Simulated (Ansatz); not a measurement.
**BAs under changes of volume**

One of the cells (13.626 Å³/atom); the others are scaled copies at fixed shape and fractional positions:

```
As B
1.0
     0.00000    2.38850    2.38850
     2.38850    0.00000    2.38850
     2.38850    2.38850    0.00000
As B
1 1
Direct
  0.75000 0.75000 0.75000
  0.00000 0.00000 0.00000
```

```yaml
Program: Ansatz 0.2.0
Functional: PBE-EpsX
Potentials_or_basis: Ansatz PAW
Cutoff: "420 eV (not typed: the program's choice for these potentials)"
k_mesh: 5 × 5 × 5
Occupations: fermi-dirac, width 0.05 eV
Spin: no spin polarisation
```

```tsv
volume (Å³/atom)	energy over the lowest point (meV/atom)	pressure (GPa)	gap on the mesh (eV)
12.809	?	?	?
13.081	11.00	7.9	1.69
13.354	2.74	4.5	1.71
13.626	0.00	1.5	1.72
13.899	2.24	-1.2	1.74
14.171	9.02	-3.7	1.75
14.444	19.90	-5.9	1.76
```

Problem. What does the run at 12.809 Å³/atom give?

Solution. Energy over the lowest point 25.39 meV/atom; pressure 11.6 GPa; gap on the mesh 1.67 eV.

Worked out: A Birch-Murnaghan fit of order 3 (a polynomial in V^(-2/3)) to the other rows has its minimum at 13.64 Å³/atom with B0 = V·E''(V) = 146 GPa and B' = 3.9. It gives 25.31 meV/atom at 12.809 Å³/atom, against the run's 25.39, and -dE/dV = 10.3 GPa, against 11.6. A straight line through the other rows of the gap, of slope 0.707 eV per unit of ln V, extrapolates to 1.68 eV, against the run's 1.67.

Energies are extrapolated to zero smearing.

Caveats: all runs use coarse meshes; odd divisions of the mesh miss points on the zone boundary, where band edges often lie, so the gap on the mesh can be too wide; the PAW data sets come from PBE, with cores solved anew for the run's functional, which leaves a small shift of forces and pressure; the thresholds are loose for stress.

A mesh can miss the band edges. Spin-orbit coupling on As is left out.
